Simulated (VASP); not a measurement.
# W (Im-3m) in VASP: settings compared, part 2 of 2

VASP 6.6.1.

## Step 3: Equation of state, PBE, 15.21 Å³/atom (volume scaled by 0.96)

Input file INCAR:

```
SYSTEM = W
  PREC = Accurate
  ENCUT = 520
  EDIFF = 1E-7
  ISMEAR = -1
  SIGMA = 0.05
  LREAL = .False.
  LASPH = .True.
  NELM = 100
  ALGO = Normal
  ISIF = 2
  LWAVE = .False.
  LCHARG = .False.
  GGA = PE
  NBANDS = 13
```

Input file KPOINTS:

```
Automatic mesh
0
Gamma
  12 12 12
  0 0 0
```

Input file POSCAR:

```
W
1.0
   -1.5609593379      1.5609593379      1.5609593379
    1.5609593379     -1.5609593379      1.5609593379
    1.5609593379      1.5609593379     -1.5609593379
W
1
Direct
    0.0000000000      0.0000000000      0.0000000000
```

Potentials or basis: VASP PAW PBE potentials, release 64 (W_sv).

Run with:

```bash
$ cat potpaw_PBE.64/W_sv/POTCAR > POTCAR
$ mpirun -np 1 vasp_std > vasp.out
```

It took 9.9 s on 1 thread of Intel Xeon 6975P-C (Granite Rapids), shared host; peak memory 0.11 GiB.

Results (log left out):

| Quantity | Value |
| --- | --- |
| Free energy | -12.8973 eV |
| Pressure | 20.9 GPa |
| Band gap on the k mesh | none (metal or under the smearing width) |

## Step 4: Equation of state, PBE, 15.53 Å³/atom (volume scaled by 0.98)

Input file INCAR:

```
SYSTEM = W
PREC     = Accurate       ! precision mode
ENCUT    = 520            ! plane-wave cutoff, eV
EDIFF    = 1E-7           ! SCF threshold, eV
ISMEAR   = -1             ! smearing method
SIGMA    = 0.05           ! smearing width, eV
LREAL    = .False.        ! projectors in reciprocal space
LASPH    = .True.         ! aspherical terms in the spheres
NELM     = 100            ! most SCF steps
ALGO     = Normal         ! electronic algorithm
ISIF     = 2              ! what is computed and relaxed
LWAVE    = .False.        ! write WAVECAR
LCHARG   = .False.        ! write CHGCAR
GGA      = PE             ! functional
NBANDS   = 13             ! bands
```

KPOINTS is that of step 3.

Input file POSCAR:

```
W
1.0
   -1.5717249149      1.5717249149      1.5717249149
    1.5717249149     -1.5717249149      1.5717249149
    1.5717249149      1.5717249149     -1.5717249149
W
1
Direct
    0.0000000000      0.0000000000      0.0000000000
```

Run with:

```bash
$ cat potpaw_PBE.64/W_sv/POTCAR > POTCAR
$ mpirun -np 1 vasp_std > vasp.out
```

Wall time 9.2 s (1 thread of Intel Xeon 6975P-C (Granite Rapids), shared host); peak memory 0.12 GiB.

It converged, with:

| Property | Result |
| --- | --- |
| Free energy | -12.9311 eV |
| Pressure | 13.3 GPa |
| Band gap on the k mesh | none (metal or under the smearing width) |

## Step 5: Equation of state, PBE, 16.16 Å³/atom (volume scaled by 1.02)

Input file INCAR:

```
SYSTEM = W
ALGO = Normal ; EDIFF = 1E-7
ENCUT = 520 ; GGA = PE
ISIF = 2 ; ISMEAR = -1
LASPH = .TRUE. ; LCHARG = .FALSE.
LREAL = .FALSE. ; LWAVE = .FALSE.
NBANDS = 13 ; NELM = 60
PREC = Accurate ; SIGMA = 0.05
```

Input file KPOINTS:

```
k-points
0
G
  12 12 12
  0 0 0
```

Input file POSCAR:

```
W
1.0
   -1.5928244114      1.5928244114      1.5928244114
    1.5928244114     -1.5928244114      1.5928244114
    1.5928244114      1.5928244114     -1.5928244114
W
1
Direct
    0.0000000000      0.0000000000      0.0000000000
```

Run with:

```bash
$ cat potpaw_PBE.64/W_sv/POTCAR > POTCAR
$ mpirun -np 1 vasp_std > vasp.out
```

Run time: 10 s. Hardware: 1 thread of Intel Xeon 6975P-C (Granite Rapids), shared host; peak memory 0.13 GiB.

The run converged. Its results:

| Property | Result |
| --- | --- |
| Free energy | -12.9574 eV |
| Pressure | 0.2 GPa |
| Band gap on the k mesh | none (metal or under the smearing width) |

## Step 6: Equation of state, PBE, 16.48 Å³/atom (volume scaled by 1.04)

Input file INCAR:

```
SYSTEM = W
  PREC = Accurate
  ENCUT = 520
  EDIFF = 1E-7
  ISMEAR = -1
  SIGMA = 0.05
  LREAL = .FALSE.
  LASPH = .TRUE.
  NELM = 60
  ALGO = Normal
  ISIF = 2
  LWAVE = .FALSE.
  LCHARG = .FALSE.
  GGA = PE
  NBANDS = 13
```

Input file KPOINTS:

```
regular mesh
0
G
  12 12 12
  0 0 0
```

Input file POSCAR:

```
W
1.0
   -1.6031677168      1.6031677168      1.6031677168
    1.6031677168     -1.6031677168      1.6031677168
    1.6031677168      1.6031677168     -1.6031677168
W
1
Direct
    0.0000000000      0.0000000000      0.0000000000
```

Potentials or basis: VASP PAW PBE potentials, release 64 (W_sv).

Run with:

```bash
$ cat potpaw_PBE.64/W_sv/POTCAR > POTCAR
$ mpirun -np 1 vasp_std > vasp.out
```

Run time: 12 s. Hardware: 1 thread of Intel Xeon 6975P-C (Granite Rapids), shared host; peak memory 0.14 GiB.

Results (log left out):

```yaml
Free_energy: -12.9522 eV
Pressure: -5.5 GPa
Band_gap_on_the_k_mesh: none (metal or under the smearing width)
```

## Step 7: Equation of state, PBE, 16.80 Å³/atom (volume scaled by 1.06)

Input file INCAR:

```
SYSTEM = W
PREC     = Accurate       ! precision mode
ENCUT    = 520            ! plane-wave cutoff, eV
EDIFF    = 1E-7           ! SCF threshold, eV
ISMEAR   = -1             ! smearing method
SIGMA    = 0.05           ! smearing width, eV
LREAL    = .FALSE.        ! projectors in reciprocal space
LASPH    = .TRUE.         ! aspherical terms in the spheres
NELM     = 100            ! most SCF steps
ALGO     = Normal         ! electronic algorithm
ISIF     = 2              ! what is computed and relaxed
LWAVE    = .FALSE.        ! write WAVECAR
LCHARG   = .FALSE.        ! write CHGCAR
GGA      = PE             ! functional
NBANDS   = 13             ! bands
```

KPOINTS is that of step 6.

Input file POSCAR:

```
W
1.0
   -1.6133792515      1.6133792515      1.6133792515
    1.6133792515     -1.6133792515      1.6133792515
    1.6133792515      1.6133792515     -1.6133792515
W
1
Direct
    0.0000000000      0.0000000000      0.0000000000
```

Run with:

```bash
$ cat potpaw_PBE.64/W_sv/POTCAR > POTCAR
$ mpirun -np 1 vasp_std > vasp.out
```

Wall time 8.1 s (1 thread of Intel Xeon 6975P-C (Granite Rapids), shared host); peak memory 0.14 GiB.

The run converged. Its results:

- Free energy: -12.9363 eV
- Pressure: -10.7 GPa
- Band gap on the k mesh: none (metal or under the smearing width)

## Step 8: Equation of state, PBE

No new run: the results of the series are fitted here.

What came out:

```yaml
Equilibrium_volume: 16.18 Å³/atom
Bulk_modulus: 303 GPa
Pressure_derivative_of_the_bulk_modulus: 3.9
```

Energy against volume, from the lowest point:
```
volume (Å³/atom)  energy (meV/atom)
          14.897             109.72
          15.214              60.10
          15.531              26.22
          15.848               6.63
          16.165               0.00
          16.482               5.17
          16.798              21.06
```

## Step 9: Equation of state, PBEsol, 14.90 Å³/atom (volume scaled by 0.94)

Input file INCAR:

```
PREC = Accurate
ENCUT = 520
EDIFF = 1E-7
ISMEAR = -1
SIGMA = 0.05
LREAL = F
LASPH = T
NELM = 100
ALGO = Normal
ISIF = 2
LWAVE = F
LCHARG = F
GGA = PS
NBANDS = 13
```

Input file KPOINTS:

```
Automatic mesh
0
Gamma
  12 12 12
```

Input file POSCAR:

```
W
1.0
   -1.5500431812      1.5500431812      1.5500431812
    1.5500431812     -1.5500431812      1.5500431812
    1.5500431812      1.5500431812     -1.5500431812
W
1
Direct
    0.0000000000      0.0000000000      0.0000000000
```

Potentials or basis: VASP PAW PBE potentials, release 64 (W_sv).

Run with:

```bash
$ cat potpaw_PBE.64/W_sv/POTCAR > POTCAR
$ mpirun -np 1 vasp_std > vasp.out
```

Wall time 11 s (1 thread of AMD EPYC 7R43 (Zen 3), shared host); peak memory 0.09 GiB.

Results (log left out):

- Free energy: -13.7584 eV
- Pressure: 19.3 GPa
- Band gap on the k mesh: none (metal or under the smearing width)

Caveat: the PAW data sets were made with another functional, which shifts forces and pressure a little.

## Step 10: Equation of state, PBEsol, 15.21 Å³/atom (volume scaled by 0.96)

INCAR is that of step 9.

KPOINTS is that of step 9.

Input file POSCAR:

```
W
1.0
   -1.5609593379      1.5609593379      1.5609593379
    1.5609593379     -1.5609593379      1.5609593379
    1.5609593379      1.5609593379     -1.5609593379
W
1
Direct
    0.0000000000      0.0000000000      0.0000000000
```

Run with:

```bash
$ cat potpaw_PBE.64/W_sv/POTCAR > POTCAR
$ mpirun -np 1 vasp_std > vasp.out
```

It took 11 s on 1 thread of AMD EPYC 7R43 (Zen 3), shared host; peak memory 0.1 GiB.

Results (log left out):

```
Free energy            : -13.7888 eV
Pressure               : 11.4 GPa
Band gap on the k mesh : none (metal or under the smearing width)
```

Caveat: the PAW data sets were made with another functional, which shifts forces and pressure a little.

## Step 11: Equation of state, PBEsol, 15.53 Å³/atom (volume scaled by 0.98)

INCAR is that of step 10.

KPOINTS is that of step 10.

Input file POSCAR:

```
W
1.0
   -1.5717249149      1.5717249149      1.5717249149
    1.5717249149     -1.5717249149      1.5717249149
    1.5717249149      1.5717249149     -1.5717249149
W
1
Direct
    0.0000000000      0.0000000000      0.0000000000
```

Run with:

```bash
$ cat potpaw_PBE.64/W_sv/POTCAR > POTCAR
$ mpirun -np 1 vasp_std > vasp.out
```

It took 11 s on 1 thread of AMD EPYC 7R43 (Zen 3), shared host; peak memory 0.1 GiB.

Results (log left out):

| Property | Result |
| --- | --- |
| Free energy | -13.8042 eV |
| Pressure | 4.2 GPa |
| Band gap on the k mesh | none (metal or under the smearing width) |

Caveat: the PAW data sets were made with another functional, which shifts forces and pressure a little.

## Step 12: Equation of state, PBEsol, 16.16 Å³/atom (volume scaled by 1.02)

INCAR is that of step 11.

KPOINTS is that of step 11.

Input file POSCAR:

```
W
1.0
   -1.5928244114      1.5928244114      1.5928244114
    1.5928244114     -1.5928244114      1.5928244114
    1.5928244114      1.5928244114     -1.5928244114
W
1
Direct
    0.0000000000      0.0000000000      0.0000000000
```

Potentials or basis: VASP PAW PBE potentials, release 64 (W_sv).

Run with:

```bash
$ cat potpaw_PBE.64/W_sv/POTCAR > POTCAR
$ mpirun -np 1 vasp_std > vasp.out
```

Run time: 16 s. Hardware: 1 thread of AMD EPYC 7R43 (Zen 3), shared host; peak memory 0.11 GiB.

It converged, with:

```
Free energy            : -13.7956 eV
Pressure               : -8.3 GPa
Band gap on the k mesh : none (metal or under the smearing width)
```

Caveat: the PAW data sets were made with another functional, which shifts forces and pressure a little.

## Step 13: Equation of state, PBEsol, 16.48 Å³/atom (volume scaled by 1.04)

INCAR is that of step 12.

KPOINTS is that of step 12.

Input file POSCAR:

```
W
1.0
   -1.6031677168      1.6031677168      1.6031677168
    1.6031677168     -1.6031677168      1.6031677168
    1.6031677168      1.6031677168     -1.6031677168
W
1
Direct
    0.0000000000      0.0000000000      0.0000000000
```

Run with:

```bash
$ cat potpaw_PBE.64/W_sv/POTCAR > POTCAR
$ mpirun -np 1 vasp_std > vasp.out
```

Run time: 15 s. Hardware: 1 thread of AMD EPYC 7R43 (Zen 3), shared host; peak memory 0.11 GiB.

Results (log left out):

* Free energy: -13.7739 eV
* Pressure: -13.7 GPa
* Band gap on the k mesh: none (metal or under the smearing width)

Caveat: the PAW data sets were made with another functional, which shifts forces and pressure a little.

## Step 14: Equation of state, PBEsol, 16.80 Å³/atom (volume scaled by 1.06)

INCAR is that of step 13.

KPOINTS is that of step 13.

Input file POSCAR:

```
W
1.0
   -1.6133792515      1.6133792515      1.6133792515
    1.6133792515     -1.6133792515      1.6133792515
    1.6133792515      1.6133792515     -1.6133792515
W
1
Direct
    0.0000000000      0.0000000000      0.0000000000
```

Run with:

```bash
$ cat potpaw_PBE.64/W_sv/POTCAR > POTCAR
$ mpirun -np 1 vasp_std > vasp.out
```

Run time: 16 s. Hardware: 1 thread of AMD EPYC 7R43 (Zen 3), shared host; peak memory 0.11 GiB.

The run converged. Its results:

* Free energy: -13.7422 eV
* Pressure: -18.5 GPa
* Band gap on the k mesh: none (metal or under the smearing width)

Caveat: the PAW data sets were made with another functional, which shifts forces and pressure a little.

## Step 15: Equation of state, PBEsol

Potentials or basis: VASP PAW PBE potentials, release 64 (W_sv).

No new run: the results of the series are fitted here.

Results:

* Equilibrium volume: 15.73 Å³/atom
* Bulk modulus: 320 GPa
* Pressure derivative of the bulk modulus: 3.9

Energy against volume, from the lowest point:
| volume (Å³/atom) | energy (meV/atom) |
| --- | --- |
| 14.897 | 47.66 |
| 15.214 | 17.25 |
| 15.531 | 1.83 |
| 15.848 | 0.00 |
| 16.165 | 10.47 |
| 16.482 | 32.10 |
| 16.798 | 63.86 |

Caveat: the PAW data sets were made with another functional, which shifts forces and pressure a little. The run has no spin-orbit coupling, so splittings on W are missing.
